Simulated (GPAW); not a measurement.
Input of a GPAW 26.7.0 run:

run.py

```python
from ase.calculators.mixing import SumCalculator
from ase.filters import FrechetCellFilter
from ase.io import read, write
from ase.optimize import BFGS
from dftd4.ase import DFTD4
from gpaw import GPAW, PW

atoms = read('POSCAR')

calc = GPAW(mode=PW(600),
            xc='PBE',
            kpts={'size': (8, 8, 8), 'gamma': True},
            occupations={'name': 'fermi-dirac', 'width': 0.05},
            nbands=18,
            convergence={'density': 1e-05, 'forces': 0.0001},
            maxiter=150,
            txt='gpaw.txt')
atoms.calc = SumCalculator([calc, DFTD4(method='pbe')])
opt = BFGS(FrechetCellFilter(atoms), trajectory='relax.traj', logfile='-')
done = opt.run(fmax=0.01, steps=60)
calc.write('gs.gpw')
write('result.traj', atoms)
print('Converged:', done)
print('Cell:', atoms.cell.cellpar().round(4))
print('Volume:', round(atoms.get_volume(), 4))
print(atoms.get_scaled_positions().round(5))
```

Contents of POSCAR:

```
InAs
1.0
    0.0000000000      3.0180000000      3.0180000000
    3.0180000000      0.0000000000      3.0180000000
    3.0180000000      3.0180000000      0.0000000000
In As
1 1
Direct
    0.0000000000      0.0000000000      0.0000000000
    0.7500000000      0.7500000000      0.7500000000
```

Potentials or basis: GPAW PAW data sets (gpaw-data 1.2.1), pw.

Run with:

```sh
$ OMP_NUM_THREADS=1 python run.py
```

Task: Predict the space group after relaxing (to 0.05 Å).

Result: F-43m (No. 216).

Task: Estimate the band gap on the k mesh.

Result: None (metal or under the smearing width).

Final structure:
```
In As
1.0
     0.00000    3.04992    3.04992
     3.04992    0.00000    3.04992
     3.04992    3.04992    0.00000
In As
1 1
Direct
  0.00000 0.00000 0.00000
  0.75000 0.75000 0.75000
```

Caveat: later steps reuse the first step's grids; this crystal is a semiconductor, whose small gap the functional closes, so the metal is an error of the method. Zero-point motion and thermal expansion aren't in these numbers.
